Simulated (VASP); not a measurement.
CoSi:

```xyz
8
Lattice="4.4380 0.0000 0.0000 0.0000 4.4380 0.0000 0.0000 0.0000 4.4380" Properties=species:S:1:pos:R:3 pbc="T T T"
Co    3.8167    2.8403    1.5977
Co    2.8403    1.5977    3.8167
Co    1.5977    3.8167    2.8403
Co    0.6213    0.6213    0.6213
Si    0.6968    1.5222    2.9158
Si    1.5222    2.9158    0.6968
Si    2.9158    0.6968    1.5222
Si    3.7412    3.7412    3.7412
```

Base run:

* Program: VASP 6.6.1
* Functional: r2SCAN
* Potentials or basis: VASP PAW PBE potentials, release 64 (Co, Si)
* Cutoff: 520 eV
* k mesh: 5 × 5 × 5
* Occupations: fermi-dirac, width 0.05 eV
* Spin: collinear spin, ferromagnetic start
* Starting moments: [2.0, 2.0, 2.0, 2.0, 0.0, 0.0, 0.0, 0.0] μB
* Hubbard terms: Co d U = 4 eV

Its results: band gap on the k mesh none (metal or under the smearing width); pressure 0.1 GPa; net moment 4.00 μB per cell; site moments Co +1.20; Si -0.04 μB; largest force 0.164 eV/Å.

Problem. The run is repeated on the same cell with these changes: hubbard terms from Co d U = 4 eV to Co d U = 6 eV. What comes out?

Solution. Band gap on the k mesh none (metal or under the smearing width); pressure 4.7 GPa; net moment 4.01 μB per cell; site moments Co +1.32; Si -0.10 μB; largest force 0.327 eV/Å.

Caveats: the PAW data sets were made with another functional, which shifts forces and pressure a little; the U is typed as a test and isn't derived for this compound.

Not every run made on this cell is shown here.
